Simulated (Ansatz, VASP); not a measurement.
# Two plane-wave programs on Na2S

```
Na S
1.0
     0.00000    3.24915    3.24915
     3.24915    0.00000    3.24915
     3.24915    3.24915    0.00000
Na S
2 1
Direct
  0.25000 0.25000 0.25000
  0.75000 0.75000 0.75000
  0.00000 0.00000 0.00000
```

Alike in both runs: task electric field gradients; functional LDA; k mesh 6 × 6 × 6; occupations fermi-dirac, width 0.01 eV; no spin polarisation.

|  | VASP | Ansatz |
| --- | --- | --- |
| version | VASP 6.6.1 | Ansatz 0.2.0 |
| potentials or method | VASP PAW LDA potentials, release 64 (Na_pv, S) | PAW with Ansatz's default frozen-core files, scalar-relativistic |
| plane-wave cutoff (eV) | 520 | 420 |
| valence electrons in the cell | 20 | 24 |

```tsv
	VASP	Ansatz	Ansatz less VASP
gap on the k mesh at the Fermi level (eV)	2.31	2.31	-0.006
pressure (GPa)	-1.6	-1.6	-0.01
Vzz of the field gradient on the site that differs most (V/Å²)	0.0	0.0	0.00
```

The two sets of potentials don't hold the same shells in valence.
